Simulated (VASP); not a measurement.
# PbSe (I4/mmm) in VASP: single point with r2SCAN

Aim: the single point of PbSe with r2SCAN.

Everything below comes from runs of VASP 6.6.1. Logs are shortened: lines on timing, memory, paths and dates and some standing lists are left out, and cuts for length are marked.

### 1 The crystal as given

The structure is tetragonal, space group I4/mmm (No. 139). Conventional cell: a = 4.465 Å, b = 4.465 Å, c = 6.201 Å, α = 90.00°, β = 90.00°, γ = 90.00°. Pb (site symmetry 4/mmm) has 6 Se at 3.10 to 3.16 Å as nearest neighbours. Se (site symmetry 4/mmm) is surrounded by 6 Pb at 3.10 to 3.16 Å.

The cell was built by a generator and isn't the measured one.

### 2 Single point, r2SCAN

POSCAR

```
PbSe
1.0
    4.4647380387      0.0000000000      0.0000000000
    0.0000000000      4.4647380387      0.0000000000
    0.0000000000      0.0000000000      6.2007666703
Pb Se
2 2
Direct
    0.0000000000      0.0000000000      0.0000000000
    0.5000000000      0.5000000000      0.5000000000
    0.5000000000      0.5000000000      0.0000000000
    0.0000000000      0.0000000000      0.5000000000
```

INCAR.step1

```
SYSTEM = PbSe
PREC     = Accurate       ! precision mode
ENCUT    = 520            ! plane-wave cutoff, eV
ISMEAR   = 0              ! smearing method
SIGMA    = 0.02           ! smearing width, eV
LREAL    = .False.        ! projectors in reciprocal space
LASPH    = .True.         ! aspherical terms in the spheres
NELM     = 100            ! most SCF steps
NBANDS   = 28             ! bands
GGA      = PE             ! functional
ALGO     = Normal         ! electronic algorithm
EDIFF    = 1E-4           ! SCF threshold, eV
LWAVE    = .True.         ! write WAVECAR
LCHARG   = .False.        ! write CHGCAR
```

INCAR.step2

```
SYSTEM = PbSe
PREC     = Accurate       ! precision mode
ENCUT    = 520            ! plane-wave cutoff, eV
EDIFF    = 1E-6           ! SCF threshold, eV
ISMEAR   = 0              ! smearing method
SIGMA    = 0.02           ! smearing width, eV
LREAL    = .False.        ! projectors in reciprocal space
LASPH    = .True.         ! aspherical terms in the spheres
NELM     = 100            ! most SCF steps
ALGO     = Normal         ! electronic algorithm
ISIF     = 2              ! what is computed and relaxed
LWAVE    = .False.        ! write WAVECAR
LCHARG   = .False.        ! write CHGCAR
METAGGA  = R2SCAN         ! meta-GGA
LMIXTAU  = .True.       
NBANDS   = 28             ! bands
ISTART   = 1
```

KPOINTS

```
Automatic mesh
0
Gamma
  8 8 6
  0 0 0
```

Potentials or basis: VASP PAW PBE potentials, release 64 (Pb_d, Se).

Command:

```console
$ cat potpaw_PBE.64/Pb_d/POTCAR potpaw_PBE.64/Se/POTCAR > POTCAR
$ cp INCAR.step1 INCAR
$ mpirun -np 1 vasp_std > vasp.out
$ cp INCAR.step2 INCAR
$ mpirun -np 1 vasp_std > vasp.out
```

OUTCAR:

```text
SYSTEM = PbSe
   PREC = Accurate
   ENCUT = 520
   EDIFF = 1E-6
   ISMEAR = 0
   LREAL = .False.
   LASPH = .True.
   NELM = 100
   ISIF = 2
   METAGGA = R2SCAN
   ISTART = 1

 ion  position               nearest neighbor table
   1  0.000  0.000  0.000-   4 3.10   4 3.10   3 3.16   3 3.16   3 3.16   3 3.16
   2  0.500  0.500  0.500-   3 3.10   3 3.10   4 3.16   4 3.16   4 3.16   4 3.16
   3  0.500  0.500  0.000-   2 3.10   2 3.10   1 3.16   1 3.16   1 3.16   1 3.16
   4  0.000  0.000  0.500-   1 3.10   1 3.10   2 3.16   2 3.16   2 3.16   2 3.16

  LATTYP: Found a simple tetragonal cell.
 ALAT       =     4.4647380387
 C/A-ratio  =     1.3888310169

  Lattice vectors:

 A1 = (   4.4647380387,   0.0000000000,   0.0000000000)
 A2 = (   0.0000000000,   4.4647380387,   0.0000000000)
 A3 = (   0.0000000000,   0.0000000000,   6.2007666703)

Analysis of symmetry for initial positions (statically):
=====================================================================
 Subroutine PRICEL returns following result:

  LATTYP: Found a body centered tetragonal cell.
 ALAT       =     4.4647380387
 C/A-ratio  =     1.3888310169

  Lattice vectors:

 A1 = (  -2.2323690194,  -2.2323690194,  -3.1003833351)
 A2 = (   2.2323690194,   2.2323690194,  -3.1003833351)
 A3 = (   2.2323690194,  -2.2323690193,   3.1003833351)

   2 primitive cells build up your supercell.

 Routine SETGRP: Setting up the symmetry group for a
 simple tetragonal supercell.

 Subroutine GETGRP returns: Found 16 space group operations
 (whereof 16 operations were pure point group operations)
 out of a pool of 16 trial point group operations.

The static configuration has the point symmetry D_4h.

Analysis of symmetry for dynamics (positions and initial velocities):
=====================================================================
 Subroutine PRICEL returns following result:

  LATTYP: Found a body centered tetragonal cell.
 ALAT       =     4.4647380387
 C/A-ratio  =     1.3888310169

  Lattice vectors:

 A1 = (  -2.2323690194,  -2.2323690194,  -3.1003833351)
 A2 = (   2.2323690194,   2.2323690194,  -3.1003833351)
 A3 = (   2.2323690194,  -2.2323690193,   3.1003833351)

   2 primitive cells build up your supercell.

 Routine SETGRP: Setting up the symmetry group for a
 simple tetragonal supercell.

 Subroutine GETGRP returns: Found 16 space group operations
 (whereof 16 operations were pure point group operations)
 out of a pool of 16 trial point group operations.

The dynamic configuration has the point symmetry D_4h.

 Subroutine INISYM returns: Found 16 space group operations
 (whereof 16 operations are pure point group operations),
 and found     2 'primitive' translations

----------------------------------------------------------------------------------------

                                     Primitive cell

  volume of cell :      61.8027

  direct lattice vectors                    reciprocal lattice vectors
    -2.232369019 -2.232369019 -3.100383335     0.000000000 -0.223977306 -0.161270380
     2.232369019  2.232369019 -3.100383335     0.223977306  0.000000000 -0.161270380
     2.232369019 -2.232369019  3.100383335     0.223977306 -0.223977306  0.000000000

  length of vectors
     4.424852506  4.424852506  4.424852506     0.275996321  0.275996321  0.316751744

  position of ions in fractional coordinates (direct lattice)
     0.000000000  0.000000000  0.000000000
     0.500000000  0.500000000  0.000000000

  ion indices of the primitive-cell ions
   primitive index   ion index
                 1           1
                 2           4

----------------------------------------------------------------------------------------

 KPOINTS: Automatic mesh

Automatic generation of k-mesh.
 Grid dimensions read from file:
 generate k-points for:    8    8    6

 Generating k-lattice:

  Cartesian coordinates                     Fractional coordinates (reciprocal lattice)
     0.027997163  0.000000000  0.000000000     0.125000000  0.000000000  0.000000000
     0.000000000  0.027997163  0.000000000     0.000000000  0.125000000  0.000000000
     0.000000000  0.000000000  0.026878397     0.000000000  0.000000000  0.166666667

  Length of vectors
     0.027997163  0.027997163  0.026878397

  Shift w.r.t. Gamma in fractional coordinates (k-lattice)
     0.000000000  0.000000000  0.000000000

 Subroutine IBZKPT returns following result:
 ===========================================

 Found     60 irreducible k-points:

 Following reciprocal coordinates:
            Coordinates               Weight
  0.000000  0.000000  0.000000      1.000000
  0.125000  0.000000  0.000000      4.000000
  0.250000  0.000000  0.000000      4.000000
  0.375000  0.000000  0.000000      4.000000
  0.500000  0.000000  0.000000      2.000000
  0.125000  0.125000  0.000000      4.000000
[... 16 lines left out ...]
  0.375000  0.125000  0.166667     16.000000
  0.500000  0.125000  0.166667      8.000000
 [... further k-points ...]
   k-points           NKPTS =     60   k-points in BZ     NKDIM =     60   number of bands    NBANDS=     28
   number of dos      NEDOS =    301   number of ions     NIONS =      4
   total plane-waves  NPLWV =  62208
   dimension x,y,z NGX =    36 NGY =   36 NGZ =   48
   dimension x,y,z NGXF=    72 NGYF=   72 NGZF=   96
   ions per type =               2   2
   NGX,Y,Z   is equivalent  to a cutoff of  13.40, 13.40, 12.87 a.u.
   NGXF,Y,Z  is equivalent  to a cutoff of  26.81, 26.81, 25.74 a.u.
 SYSTEM =  PbSe
   PREC   = accura    normal or accurate (medium, high low for compatibility)
   ISTART =      1    job   : 0-new  1-cont  2-samecut
   ICHARG =      0    charge: 1-file 2-atom 10-const
   ISPIN  =      1    spin polarized calculation?
   LNONCOLLINEAR =      F non collinear calculations
   LSORBIT =      F    spin-orbit coupling
   LASPH  =      T    aspherical Exc in radial PAW
   ENCUT  =  520.0 eV  38.22 Ry    6.18 a.u.   8.30  8.30 11.53*2*pi/ulx,y,z
   NELM   =    100;   NELMIN=  2; NELMDL=  0     # of ELM steps
   EDIFF  = 0.1E-05   stopping-criterion for ELM
   LREAL  =      F    real-space projection
   EDIFFG = 0.1E-04   stopping-criterion for IOM
   NSW    =      0    number of steps for IOM
   IBRION =     -1    ionic relax: 0-MD 1-quasi-New 2-CG
   NFREE  =      0    steps in history (QN), initial steepest desc. (CG)
   ISIF   =      2    stress and relaxation
   ISYM   =      2    0-nonsym 1-usesym 2-fastsym
   POTIM  = 0.5000    time-step for ionic-motion
   TEBEG  =    0.0;   TEEND  =   0.0 temperature during run
   PSTRESS=    0.0 pullay stress
   NELECT =      40.0000    total number of electrons
   NUPDOWN=      -1.0000    fix difference up-down
   EMIN   =  10.00;   EMAX   =-10.00  energy-range for DOS
   EFERMI =   0.00;   METHOD = LEGACY
   ISMEAR =     0;   SIGMA  =   0.02  broadening in eV -4-tet -1-fermi 0-gaus
   EFERMI_NEDOS =   21; number of points for ismear=-14 and -15
   IALGO  =     38    algorithm
   IMIX   =      4    mixing-type and parameters
     AMIX     =   0.40;   BMIX     =  1.00
     AMIX_MAG =   1.60;   BMIX_MAG =  1.00
  volume/ion in A,a.u.               =      30.90       208.53
  Fermi-wavevector in a.u.,A,eV,Ry     =   1.123955  2.123968 17.187907  1.263276
  Thomas-Fermi vector in A             =   2.260624
   LORBIT       =      0    0 simple, 1 ext, 2 COOP (PROOUT), +10 PAW based schemes
   METAGGA = R2SCAN    functional components
   LHFCALC =     F    Hartree Fock is set to
   AEXX    =    0.0000 exact exchange contribution
   IVDW    =     0    specifies the selected vdW correction
   LEPSILON=     F    determine dielectric tensor
   LRPA    =     F    only Hartree local field effects (RPA)
 non-spin polarized calculation
 Gauss-broadening in eV      SIGMA  =   0.02
  energy-cutoff  :      520.00
  volume of cell :      123.61
 maximum number of plane-waves:      3356
 NGX is ok and might be reduce to    36
   NGX = 17   NGY = 17   NGZ = 23

 number of electron      39.9999990 magnetization

 Free energy of the ion-electron system (eV)
  ---------------------------------------------------
  ext. energy  EPLUGINS =         0.00000000
  ---------------------------------------------------
  free energy    TOTEN  =      -143.83103900 eV

  energy without entropy =     -143.83103900  energy(sigma->0) =     -143.83103900

 E-fermi :   4.0590     XC(G=0):  -9.7009

 val. band max:        3.9618712807   @ k =   0.5000   0.0000   0.5000
 cond. band min:       4.7638692023   @ k =   0.5000   0.0000   0.5000
 fundamental gap:      0.8019979217
 Fermi energy:         4.0589694885

 k-point     1 :       0.0000    0.0000    0.0000
  band No.  band energies     occupation
      1     -13.4348      2.00000
      2     -13.3684      2.00000
      3     -13.3550      2.00000
      4     -13.3490      2.00000
      5     -13.3477      2.00000
      6     -13.3477      2.00000
[... 20 lines left out ...]
     27      10.3094      0.00000
     28      11.0949      0.00000

 k-point     2 :       0.1250    0.0000    0.0000
  band No.  band energies     occupation
      1     -13.4281      2.00000
      2     -13.3653      2.00000
      3     -13.3532      2.00000
      4     -13.3509      2.00000
      5     -13.3475      2.00000
      6     -13.3463      2.00000
[... 20 lines left out ...]
     27      10.1641      0.00000
     28      10.9225      0.00000

 k-point     3 :       0.2500    0.0000    0.0000
  band No.  band energies     occupation
      1     -13.4110      2.00000
      2     -13.3572      2.00000
      3     -13.3551      2.00000
      4     -13.3517      2.00000
      5     -13.3464      2.00000
      6     -13.3444      2.00000
[... 20 lines left out ...]
     27      10.2340      0.00000
     28      11.0413      0.00000

 k-point     4 :       0.3750    0.0000    0.0000
  band No.  band energies     occupation
      1     -13.3898      2.00000
      2     -13.3585      2.00000
      3     -13.3576      2.00000
      4     -13.3528      2.00000
      5     -13.3471      2.00000
      6     -13.3435      2.00000
[... 578 lines left out ...]
     27      10.3394      0.00000
     28      10.8742      0.00000

 k-point    23 :       0.3750    0.1250    0.1667
  band No.  band energies     occupation
      1     -13.3904      2.00000
      2     -13.3731      2.00000
      3     -13.3535      2.00000
      4     -13.3501      2.00000
      5     -13.3468      2.00000
      6     -13.3434      2.00000
[... 20 lines left out ...]
     27      10.5188      0.00000
     28      11.9969      0.00000

 k-point    24 :       0.5000    0.1250    0.1667
  band No.  band energies     occupation
      1     -13.3814      2.00000
      2     -13.3814      2.00000
      3     -13.3530      2.00000
      4     -13.3530      2.00000
      5     -13.3433      2.00000
      6     -13.3433      2.00000
[... 20 lines left out ...]
     27      11.1600      0.00000
     28      11.1600      0.00000

 [... further k-points ...]
[... 5 lines left out ...]
  --------------------------------------------------------------------------------------
  -------------------------------------------------------------------------------------
  Total       -2.1062999     -2.1062999     -0.7753269      0.0000000      0.0000000     -0.0000000
  in kB      -27.3019351    -27.3019351    -10.0498154      0.0000000      0.0000000     -0.0000000
  external PRESSURE =     -21.5512285 kB  Pullay stress =       0.0000000 kB

 VOLUME and BASIS-vectors are now :
 -----------------------------------------------------------------------------
  energy-cutoff  :      520.00
  volume of cell :      123.61
      direct lattice vectors                 reciprocal lattice vectors
     4.464738039  0.000000000  0.000000000     0.223977306  0.000000000  0.000000000
     0.000000000  4.464738039  0.000000000     0.000000000  0.223977306  0.000000000
     0.000000000  0.000000000  6.200766670     0.000000000  0.000000000  0.161270380

 POSITION                                       TOTAL-FORCE (eV/Angst)
 -----------------------------------------------------------------------------------
      0.00000      0.00000      0.00000         0.000000      0.000000     -0.000000
      2.23237      2.23237      3.10038        -0.000000     -0.000000      0.000000
      2.23237      2.23237      0.00000         0.000000      0.000000     -0.000000
      0.00000      0.00000      3.10038         0.000000      0.000000     -0.000000
 -----------------------------------------------------------------------------------
    total drift:                                0.000000      0.000000      0.000000

  FREE ENERGIE OF THE ION-ELECTRON SYSTEM (eV)
  ---------------------------------------------------
  free  energy   TOTEN  =      -143.8310390040 eV

  energy  without entropy=     -143.8310390040  energy(sigma->0) =     -143.83103900
```

It took 4 min on 1 thread of Intel Xeon 6975P-C (Granite Rapids), shared host; peak memory 0.37 GiB.

What came out:

| Item | Value |
| --- | --- |
| Free energy | -143.8310 eV |
| Pressure | -2.2 GPa |
| Band gap on the k mesh | 0.80 eV |

Caveat: the PAW data sets were made with another functional, which shifts forces and pressure a little; spin-orbit coupling is left out, which as a rule narrows the gap of such compounds by several tenths of an eV. A k mesh can miss the band edges.
